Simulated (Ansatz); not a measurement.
## What a trial cell of Tl relaxes into

Method: Ansatz 0.2.0, DFT PBEsol, scalar-relativistic, plane waves, PAW.

Tl was placed on the diamond structure type (Fd-3m, No. 227), at a guessed volume.

The final relaxation ran on this input, with the default PAW datasets:

```yaml
crystal:
  lattice:
    - [0.0, 3.4076283732, 3.4076283732]
    - [3.4076283732, 0.0, 3.4076283732]
    - [3.4076283732, 3.4076283732, 0.0]
  atoms:
    - { symbol: Tl, position: [0.0, 0.0, 0.0] }
    - { symbol: Tl, position: [0.25, 0.25, 0.25] }
basis:
  ecutwfc: 420
kpoints:
  mp_grid: { grid: [14, 14, 14] }
hamiltonian:
  xc: pbesol
scf:
  occupations: { method: gaussian, width: 0.1 }
output:
  forces: true
  stress: true
  eigenvalues: true
relax:
  adjacent_minimum: "off"
  f_tol: 0.01
  max_steps: 80
  cell: { stress_tol: 0.05 }
```

It can be run as:

```bash
ansatz run input.yaml --threads 1 --pin off --backend cpu --events-out ev --progress --plain --runs-dir out  # memory cap (--max-ram) not shown
```

The program printed at the end:

```
SCF converged after 5 iterations
Free energy (F): -22590.467837 eV
Harris-Foulkes:  -22590.467837 eV  (|F-HF|=1.82e-11)
Internal energy: -22590.460184 eV  (E = F + TS)
E sigma→0 (E₀):  -22590.464010 eV
Entropy (-TS):   -0.007654 eV (-3.827 meV/atom)
Fermi energy:    5.883815 eV
--- Per-component energies (eV) ---
  E_band       = -100.946597
  E_kinetic    = 666.770199
  E_local      = -2417.380591  (includes V_loc(G=0)·N_el)
  E_nonlocal   = 638.150567
  E_hartree    = 921.289663
  E_xc         = -456.266566
  E_vxc        = -282.785098  (∫ρ·V_xc dr)
  E_paw        = -20035.576202  (= ΣΔE_a)
  E_vpaw       = -548.281230  (= ΣTr[D̂ρ^β])
  E_aug_tail   = 0.000068  (compensation charges beyond the density's cutoff)
  E_ewald      = -1907.523853
  E_core_change = 0.076530  (= ΣΔE_core)
  E_smearing   = -0.007654  (= −TS)
  E_closure    = 0.000000  (closes the sum)
  Σ components = -22590.467837   (vs F -22590.467837, Δ=0.00e0)
--- Forces (eV/Å), atoms counted from 1 ---
  atom   1  Tl     0.00000000     0.00000000     0.00000000
  atom   2  Tl     0.00000000     0.00000000     0.00000000
  max |Σ_I F_I| component: 1.85e-17 eV/Å
--- Stress (GPa, compression-positive) ---
        0.004766       0.000000       0.000000
        0.000000       0.004766       0.000000
        0.000000       0.000000       0.004766
  P = ⅓ Tr σ = 0.0048 GPa (0.048 kbar)
--- Relaxed structure (3 steps of the walk, 3 accepted, 1 SCFs on fresh bases) ---
  F+E_penalty+E_count = -22590.46783719 eV   max|allowed force component| = 5.089e-17 eV/Å   (the final SCF, on the basis selected at the relaxed cell)
  cell:  # Å, volume = 81.1405 Å³
    - [0.000000, 3.436127, 3.436127]
    - [3.436127, 0.000000, 3.436127]
    - [3.436127, 3.436127, 0.000000]
  atoms:
    - { symbol: Tl, position: [0.000000, 0.000000, 0.000000] }
    - { symbol: Tl, position: [0.25, 0.25, 0.25] }
```

Absolute energies hang on the potentials; compare differences alone.

The result has space group Fd-3m (No. 227). Around Tl lie 4 Tl at 2.98 Å.

It lies 0.44 eV/atom above the element's standard state at the same level.

For metals, differences of a few meV/atom aren't resolved. Spin–orbit coupling is left out.

A structure relaxed within its symmetry needn't be a true minimum.